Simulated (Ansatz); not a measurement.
**Equation of state of TiC from a dense series**

```
CELL_PARAMETERS angstrom
0.00000 2.16400 2.16400
2.16400 0.00000 2.16400
2.16400 2.16400 0.00000
ATOMIC_POSITIONS crystal
Ti 0.00000 0.00000 0.00000
C 0.50000 0.50000 0.50000
```

Atoms are numbered in the order listed.

The conventional cell has a = 4.328 Å, b = 4.328 Å, c = 4.328 Å, α = 90.00°, β = 90.00°, γ = 90.00°. Around Ti (atom 1) lie 6 C at 2.16 Å. C (atom 2) is surrounded by 6 Ti at 2.16 Å.

The cell is COD entry 9012564, as deposited and not checked against the literature; nothing was relaxed.

Level of theory: Ansatz 0.2.0, DFT, PBE, all-electron LAPW, scalar-relativistic.

Settings: a Γ-centred 16×16×16 k mesh, Fermi–Dirac smearing of 0.03 eV, basis error target 1 meV/atom, no spin polarisation.

The cell is scaled evenly. Fractional coordinates are held (clamped ions).

```json
{"V (Å³/atom)": "9.526", "P (GPa)": "18.62"}
{"V (Å³/atom)": "9.531", "P (GPa)": "18.44"}
{"V (Å³/atom)": "9.728", "P (GPa)": "12.09"}
{"V (Å³/atom)": "9.830", "P (GPa)": "9.06"}
{"V (Å³/atom)": "9.931", "P (GPa)": "6.18"}
{"V (Å³/atom)": "10.032", "P (GPa)": "3.44"}
{"V (Å³/atom)": "10.134", "P (GPa)": "0.84"}
{"V (Å³/atom)": "10.235", "P (GPa)": "-1.64"}
{"V (Å³/atom)": "10.336", "P (GPa)": "-4.00"}
{"V (Å³/atom)": "10.438", "P (GPa)": "-6.24"}
{"V (Å³/atom)": "10.539", "P (GPa)": "-8.37"}
```

Fit a third-order Birch–Murnaghan curve to the pressures.

P = (3B0/2)(y^(7/2) − y^(5/2))[1 + (3/4)(B0′ − 4)(y − 1)] with y = (V0/V)^(2/3) fits within 0.01 GPa for V0 = 10.168 Å³/atom, B0 = 250.6 GPa and B0′ = 4.00.

Predict the pressure at the withheld volume, 10.742 Å³/atom.

There y = 0.9640, so the fit gives -12.34 GPa; the run gave -12.32 GPa.
